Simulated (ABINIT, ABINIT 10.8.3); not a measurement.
# Progress notes: relaxing tetragonal BaTiO3 to get the lattice constant a

*A beginner's notebook, kept as written. Several of its settings and conclusions are unsound; a review follows at the end.*

## Experiment

The number I want to reproduce is the in-plane lattice constant $a$ of tetragonal BaTiO3 at room temperature. The reference is $a = 3.9943 \pm 0.001$ Å, from powder X-ray diffraction with Rietveld refinement on an undoped calcined powder ("Bandgap Narrowing of BaTiO3-Based Ferroelectric Oxides through Cobalt Doping for Photovoltaic Applications", 2023, PubMed Central 10745005). Two papers on films also quote values for bulk BaTiO3, 3.992 and 3.993 Å. They took these from the literature for comparison and did not measure them on their own films. All three lie close together, so I will compare with the powder value.

| compared with | measured | source's wording or label | T (K) | method |
| --- | --- | --- | --- | --- |
| a (Å) | 3.9943 ± 0.001 | 3.9943 ± 0.001 A | room temperature | powder XRD, Rietveld refinement * |
| a (Å) | 3.992 | a of tetragonal phase at room temperature | room temperature | method not stated |
| a (Å) | 3.993 | a of bulk crystal | room temperature | method not stated |

Where a quantity has several values, deviations refer to the one marked *.

Conditions are those given with the value in the passage it was taken from; "not stated" means there, and the paper may say more elsewhere.

## Plan

I want to relax the five-atom cell in ABINIT and read off $a$. I will call it a success if I get within 0.01 Å of the powder value. I chose that because it is a round number and looks small. The database structure I start from has $a = 4.000$ Å, a little longer than measured, and its $c/a$ is about 0.6 % too short. I am not going to fix that by hand, since the relaxation moves the cell anyway. I will begin with something quick, and if the number is off I will go to a more expensive setting.

System: BaTiO3 (barium titanate), tetragonal perovskite; P4mm (No. 99), 5 atoms in the primitive cell; the database structure is an entry taken as a start alone: a = 4.000 Å, c = 4.018 Å; note on this database entry: c/a about 0.6 % short.

## 1. A quick LDA relaxation at low cutoff

I am using LDA with PAW datasets and a plane-wave cutoff of 5 Ha. A low cutoff like this is what I remember from a tutorial on a simple metal, where it worked and ran fast. As far as I understand, the cutoff mostly makes the energy more exact, and I only want a length, so I expect $a$ to come out near 4 Å already.

**Run 1.** ABINIT 10.8.3: LDA, JTH PAW datasets, cell and atoms relaxed from the database structure, cutoff 5 Ha, 4x4x4 k mesh, Gaussian smearing 0.02 eV.

Key lines of the input:
```
# potential files: JTH PAW datasets, made for LDA
ecut 5
pawecutdg 10
ecutsm 0.5
dilatmx 1.06
optcell 2
ionmov 2
ntime 30
ngkpt 4 4 4
shiftk 0.0 0.0 0.0
occopt 7
tsmear 0.02 eV
nband 25
nstep 60
tolvrs 1.0d-10
diemac 6
pseudos "Ba.xml, Ti.xml, O.xml"
ntypat 3
znucl 56 22 8
natom 5
typat 1 2 3 3 3
# ... acell, rprim, xred
```

Command:
```
OMP_NUM_THREADS=1 mpirun -n 4 abinit run.abi > run.log
```

Selected lines of the output:
```
 Unit cell volume ucvol=  4.3379355E+02 bohr^3
  ntime=   30 was not enough Broyd/MD steps to converge gradients:
-Cartesian components of stress tensor (GPa)         [Pressure=  6.8807E+01 GPa]
            acell      7.5762901414E+00  7.5762901414E+00  7.5849092098E+00 Bohr
```

Not converged; 67 s on 4 cores of Arm Neoverse V1, shared host.

The relaxation used up its 30 steps and stopped with a message that this was not enough to converge the gradients. The last cell has $a = 7.576$ bohr, which is about 4.01 Å, so the length is already close to the powder value, though not within my 0.01 Å. The pressure is still about 69 GPa. I take that to mean the cell was on its way and just had trouble settling.

## 2. More smearing to help it converge

The tutorial on the metal said that a larger smearing helps when a calculation will not converge, so I am raising it to 1.4 eV with the Fermi-Dirac form. I am also going up to a cutoff of 20 Ha, since the more expensive setting should clear up whatever is left of the pressure. I expect the relaxation to finish this time and $a$ to come down a little, to just under 4 Å.

**Run 2.** ABINIT 10.8.3: LDA, JTH PAW datasets, cell and atoms relaxed from the database structure, cutoff 20 Ha, 4x4x4 k mesh, Fermi-Dirac smearing 1.4 eV.

Key lines of the input, as changed from run 1:
```diff
- ecut 5
- pawecutdg 10
+ ecut 20
+ pawecutdg 40
- occopt 7
- tsmear 0.02 eV
+ occopt 3
+ tsmear 1.4 eV
```

Selected lines of the output:
```
Unit cell volume ucvol=  4.3379355E+02 bohr^3
 ETOT 31  -133.65432100362    -1.003E-09 2.604E-07 4.202E-09
 ETOT 32  -133.65432100456    -9.378E-10 1.178E-07 5.759E-09
 ETOT 33  -133.65432100545    -8.934E-10 2.502E-07 6.925E-09
[stopped from outside after 475 s, the time that was left for it]
```

Cut off at its time limit; 7.9 min of wall time.

This one was stopped at its time limit after 475 s, so I have no relaxed cell from it. The energy was only changing in about the ninth decimal by then, so I think the relaxation was nearly finished and just needed a little longer. The volume is also exactly the same as in the first run, 433.79 bohr³, which I take as a sign that the cell is about right.

## 3. Small smearing again, without ecutsm

The large smearing did not make it faster, so I am going back to 0.02 eV and keeping the cutoff of 20 Ha. I am also taking out the `ecutsm` line. It came with the tutorial file, and from the name it is another kind of smearing, which I do not think an insulator needs. I expect the run to finish this time, with $a$ just under 4 Å.

**Run 3.** ABINIT 10.8.3: LDA, JTH PAW datasets, cell and atoms relaxed from the database structure, cutoff 20 Ha, 4x4x4 k mesh, Gaussian smearing 0.02 eV; no ecutsm.

Key lines of the input, as changed from run 1:
```diff
- ecut 5
- pawecutdg 10
- ecutsm 0.5
+ ecut 20
+ pawecutdg 40
- ntime 30
+ ntime 50
- nstep 60
+ nstep 80
```

Selected lines of the output:
```
 Unit cell volume ucvol=  4.3379355E+02 bohr^3
 At Broyd/MD step  18, gradients are converged :
-Cartesian components of stress tensor (GPa)         [Pressure=  4.9761E-03 GPa]
            acell      7.4274308143E+00  7.4274308143E+00  7.5814957915E+00 Bohr
```

Converged; 3.7 min of wall time.

| quantity | run 3 | measured | deviation |
| --- | --- | --- | --- |
| a (Å) | 3.9304 | 3.9943 ± 0.001 | −0.0639 (−1.6 %) |
| conventional cell volume (Å³) | 61.98 |  |  |
| final pressure (GPa) | 0.00498 |  |  |
| c (Å) | 4.0120 |  |  |

This run finished, at step 18 and with almost no pressure left, but $a$ is 3.930 Å. That is 0.064 Å below the powder value and well outside my 0.01 Å. The volume of 433.79 bohr³ is printed here again although the cell ended up smaller, so it must belong to the starting cell, and I was wrong to take it as a good sign last time. What puzzles me is that the first run, which did not converge, had $a$ much closer to experiment than this one.

## 4. More k points to bring a back up

I think the calculation is still too coarse, so I am going from a 4x4x4 to a 6x6x6 k mesh and staying with LDA. I am putting `ecutsm` back as well, because the run without it gave the short $a$. The finer mesh costs more, so it should be more accurate, and I expect it to recover most of the missing 0.064 Å.

**Run 4.** ABINIT 10.8.3: LDA, JTH PAW datasets, cell and atoms relaxed from the database structure, cutoff 20 Ha, 6x6x6 k mesh, Gaussian smearing 0.02 eV.

Key lines of the input, as changed from run 3:
```diff
+ ecutsm 0.5
- ngkpt 4 4 4
+ ngkpt 6 6 6
```

Selected lines of the output:
```
 At Broyd/MD step  19, gradients are converged :
            acell      7.4361373762E+00  7.4361373762E+00  7.5549305013E+00 Bohr
```

Converged; 6.9 min on 4 cores of Arm Neoverse V2, shared host.

| quantity | run 4 | measured | deviation |
| --- | --- | --- | --- |
| a (Å) | 3.9350 | 3.9943 ± 0.001 | −0.0593 (−1.5 %) |
| conventional cell volume (Å³) | 61.91 |  |  |
| final pressure (GPa) | 0.00275 |  |  |
| c (Å) | 3.9979 |  |  |

The finer mesh raised $a$ by only 0.005 Å, to 3.935 Å, so it did not recover most of the gap as I had thought it would. I am still 0.059 Å short of the powder value, and this run took longer than the last one. I conclude that k points do not matter for this material and that I have spent enough time on them.

## 5. Switching to PBE

I am changing the functional to PBE, which I have seen in many papers and which I understand to be the newer and better one. The mesh goes back to 4x4x4 to save time. I expect $a$ to come out longer than with LDA, and if it lands within 0.01 Å of the powder value I will use PBE for everything from here on.

**Run 5.** ABINIT 10.8.3: PBE, JTH PAW datasets, cell and atoms relaxed from the database structure, cutoff 20 Ha, 4x4x4 k mesh, Gaussian smearing 0.02 eV.

Key lines of the input, as changed from run 3:
```diff
- # potential files: JTH PAW datasets, made for LDA
+ # potential files: JTH PAW datasets, made for PBE
+ ecutsm 0.5
```

Selected lines of the output:
```
 At Broyd/MD step  19, gradients are converged :
-Cartesian components of stress tensor (GPa)         [Pressure=  3.7086E-03 GPa]
            acell      7.5374591997E+00  7.5374591997E+00  8.0212029534E+00 Bohr
```

Converged; 3.6 min of wall time.

| quantity | run 5 | measured | deviation |
| --- | --- | --- | --- |
| a (Å) | 3.9887 | 3.9943 ± 0.001 | −0.0056 (−0.1 %) |
| conventional cell volume (Å³) | 67.53 |  |  |
| final pressure (GPa) | 0.00371 |  |  |
| c (Å) | 4.2446 |  |  |

PBE gives $a = 3.989$ Å, which is 0.006 Å below the powder value and inside my 0.01 Å. The relaxation converged at step 19 with almost no pressure left, so I count this as a success and am stopping here. The other axis came out at $c = 4.245$ Å, a good deal longer than the 4.018 Å I started from, but $a$ is the number I was after and I have not looked into $c$ any further. I will use PBE with these settings for everything from here on.

## Summary of runs

| run | settings | a (Å) | deviation | cost | status |
| --- | --- | --- | --- | --- | --- |
| 1 | LDA, cutoff 5 Ha, 4x4x4 k mesh, Gaussian smearing 0.02 eV | – |  | 4.5 core-min | not converged |
| 2 | LDA, cutoff 20 Ha, 4x4x4 k mesh, Fermi-Dirac smearing 1.4 eV | – |  | 32 core-min | cut off at its time limit |
| 3 | LDA, cutoff 20 Ha, 4x4x4 k mesh, Gaussian smearing 0.02 eV, no ecutsm | 3.9304 | −0.0639 (−1.6 %) | 15 core-min |  |
| 4 | LDA, cutoff 20 Ha, 6x6x6 k mesh, Gaussian smearing 0.02 eV | 3.9350 | −0.0593 (−1.5 %) | 27 core-min |  |
| 5 | PBE, cutoff 20 Ha, 4x4x4 k mesh, Gaussian smearing 0.02 eV | 3.9887 | −0.0056 (−0.1 %) | 14 core-min |  |
|  | measured | 3.9943 ± 0.001 |  |  |  |

## Closing entry

I have my number: PBE gives $a = 3.989$ Å against 3.9943 Å from the powder, which is inside the 0.01 Å I set myself. The two LDA runs that finished were both about 0.06 Å too short, and the finer k mesh hardly helped, so I am dropping LDA.

What I take from this is that the functional is what counts and the other settings can be left alone once a run converges. PBE was also no slower than LDA, so I see no reason to go back. The first two runs gave me no usable cell, and I put that down to not giving them enough steps or time.

The $c$ axis came out at 4.245 Å with PBE, which is long compared with the starting structure. Since $a$ agrees so well, I trust the relaxed cell as a whole and would put $c$ down to the database entry, whose $c/a$ was too short to begin with. Unless you object, I will use this PBE cell as the starting point for the doped samples.

## Review

The powder value is a sound reference, and relaxing the cell was the right approach. The target of 0.01 Å, however, was chosen only for being round. It is about as large as the thermal expansion these calculations leave out, finer than LDA or PBE can promise, and blind to $c$.

Run 1 failed because of its cutoff, not for want of steps. A cutoff of 5 Ha is far too low for these potentials and falsifies the stress that moves the cell, not just the energy. The 69 GPa left at the end was the warning. Its $a$ near 4.01 Å is chance: the cell had hardly left its starting value. A few fixed-cell runs at rising cutoff, minutes of work, would have shown this.

Run 2 rightly raised the cutoff, but a smearing of 1.4 eV is a remedy for nothing in an insulator. It heats the electrons and would have falsified the cell even with more time. The energies quoted are steps of one electronic cycle, so they don't show a relaxation nearly finished. Run 3, with small smearing, finished in 3.7 minutes.

Removing `ecutsm` in run 3 was a mistake, as it smooths the basis while the cell changes and has nothing to do with electronic smearing. Here it did little harm, and it didn't cause the short $a$: run 4 restored it and stayed short. The author did correct the misreading of the printed volume.

That shortness is LDA's well-known overbinding, which no k mesh cures. Nor does run 4 show that k points don't matter. Between runs 3 and 4, $c$ fell from 4.0120 to 3.9979 Å, more than $a$ moved. Since `ecutsm` changed too and the polar axis is soft, the cause isn't certain, but the mesh needed testing, not dismissing.

Run 5 meets the target by chance. From the table, its $c$ is roughly 6 % longer than its $a$, where the real crystal has about 1 % and LDA on the same mesh, in run 3, gave roughly 2 %. This is PBE's well-known exaggeration of the tetragonal distortion, and a good $a$ can't vouch for such a cell. The database entry isn't to blame: its $c/a$ was too short, not too long, and the relaxation was free to change it. PBE is not simply "better" than LDA, and convergence at given settings doesn't prove those settings adequate. A 6x6x6 check would probably have cost about as much as run 4, 27 core-minutes. PBEsol, made for solids, was the natural next functional, at similar cost.

The verdict is that LDA in run 4, the soundest run here, gives $a$ 1.5 % too short, an error typical of that functional. PBE matches $a$ but misses the shape of the cell, which should not be used for the doped samples. There is no reason to doubt the measurement. The share of the coarse mesh in PBE's long axis was not examined here, but most of that excess is known to come from the functional itself, and PBEsol is known to come much closer to the measured shape.

[Logs are printed without paths, hosts, clocks, repeated set-up lines and the standing remarks that a program may print on its own settings, such as how far it seeks lower states.]

[The runs shown are a pick from a larger set of finished runs; failed, doubtful and other runs were left out of it ahead of writing. So were measured values far from every level or from commonly accepted values, and agreement can look better than it is. Lines of input and output are excerpts and may be shortened.]
